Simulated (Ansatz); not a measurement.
**Hf: stress in a strained cell**

Aim: deform Hf (equal xy, yz and zx engineering shear strains of +2 %) and compute stress, forces and field gradients with LAPW, PAW and all-electron datasets made for the crystal.

Method: DFT PBE, scalar-relativistic, in Ansatz 0.2.0.

1 further run of the same task is left out (set aside as unsound or not needed).

### Step 1. The starting structure

Symmetry: Pm-3m, No. 221, cubic system. The conventional cell has a = 2.920 Å, b = 2.920 Å, c = 2.920 Å, α = 90.00°, β = 90.00°, γ = 90.00°. Hf (site symmetry m-3m) is surrounded by 6 Hf at 2.92 Å.

Coordinates:

```
CELL_PARAMETERS angstrom
2.92043 0.00000 0.00000
0.00000 2.92043 0.00000
0.00000 0.00000 2.92043
ATOMIC_POSITIONS crystal
Hf 0.00000 0.00000 0.00000
```

### Step 2. After the deformation

Space group Pm-3m before, R-3m after.

### Step 3. All-electron LAPW

input.yaml

```yaml
crystal:
  lattice:
    - [2.9204338382, 0.0292043384, 0.0292043384]
    - [0.0292043384, 2.9204338382, 0.0292043384]
    - [0.0292043384, 0.0292043384, 2.9204338382]
  atoms:
    - { symbol: Hf, position: [0.0, 0.0, 0.0] }
kpoints:
  mp_grid: { grid: [12, 12, 12] }
scf:
  occupations: { method: fermi_dirac, width: 0.03 }
hamiltonian:
  xc: pbe
  pseudopotentials: { kind: all_electron, lapw: { basis_error: 0.00025 } }
output:
  forces: true
  stress: true
  eigenvalues: true
```

### Step 4. PAW with frozen cores

input.yaml: that of step 3 with these lines changed.

```diff
@@ -13,3 +13,3 @@
   xc: pbe
-  pseudopotentials: { kind: all_electron, lapw: { basis_error: 0.00025 } }
+  pseudopotentials: { kind: paw }
 output:
@@ -18 +18,2 @@
   eigenvalues: true
+  efg: { contact_densities: true }
```

### Step 5. All-electron PAW on datasets made for the crystal

input.yaml: that of step 4 with these lines changed.

```diff
@@ -13,3 +13,3 @@
   xc: pbe
-  pseudopotentials: { kind: paw }
+  pseudopotentials: { kind: all_electron, datasets: crystal }
 output:
```

(Steps that only read results are left out.)

Before running it: what results should come out? Wanted: pressure; largest shear or deviatoric stress.

As calculated:

| quantity | value |
| --- | --- |
| pressure | LAPW -0.10, PAW -0.11, crystal datasets -0.10 GPa |
| largest shear or deviatoric stress (LAPW) | 0.91 GPa |

In words: The largest part of the stress beyond the pressure is 0.91 GPa in size. No run of the undeformed cell stands beside it, so the pressure holds what the given cell had before the change. PAW: stress within 0.01 GPa of LAPW. Crystal datasets: stress within 0.01 GPa of LAPW. Spin-orbit coupling is left out, though the cell holds Hf; in elements this heavy it can shift bands and gaps by tenths of an eV.
